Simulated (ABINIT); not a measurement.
Runs of ABINIT 10.8.3 (patched build) on CuI (Marshite). It takes space group F-43m (No. 216, cubic). The conventional cell has a = 6.063 Å, b = 6.063 Å, c = 6.063 Å, α = 90.00°, β = 90.00°, γ = 90.00°. Around I (site symmetry -43m) lie 4 Cu at 2.63 Å. Cu (site symmetry -43m) is surrounded by 4 I at 2.63 Å. 

| task | level | potentials or basis | k mesh | cutoff (eV) | fine-grid cutoff | gap on the mesh (eV) | pressure (GPa) |
| --- | --- | --- | --- | --- | --- | --- | --- |
| single point | PBEsol | JTH PAW PBE v2.0 | 5 × 5 × 5 | 707 | 1306.15 eV | 1.00 | (b) |
| single point | LDA | JTH PAW LDA v2.0 | 10 × 10 × 10 | 544 | 1088.46 eV | 0.93 | - |
| band structure | PW91 | JTH PAW PBE v2.0 | 8 × 8 × 8 | 707 | 1306.15 eV | 1.10 | 0.7 |
| band structure | HCTH407 | JTH PAW PBE v2.0 | 8 × 8 × 8 | 707 | 1306.15 eV | 1.61 | (a) |

Alike in all rows: no spin polarisation; cell as given; smearing fermi-dirac 0.05 eV.

Q: Estimate the missing entries.

A: (a) 3.9; (b) -2.0.

Caveats: spin-orbit coupling is left out, which moves the levels of the heavy elements; the PAW data sets were made with another functional, which shifts forces and pressure a little (some runs); an odd mesh through Γ misses points on the zone boundary, where band edges often lie (some runs).

A k mesh can miss the band edges, and the runs leave out spin-orbit coupling on I.

Not every run made on this cell is shown here.
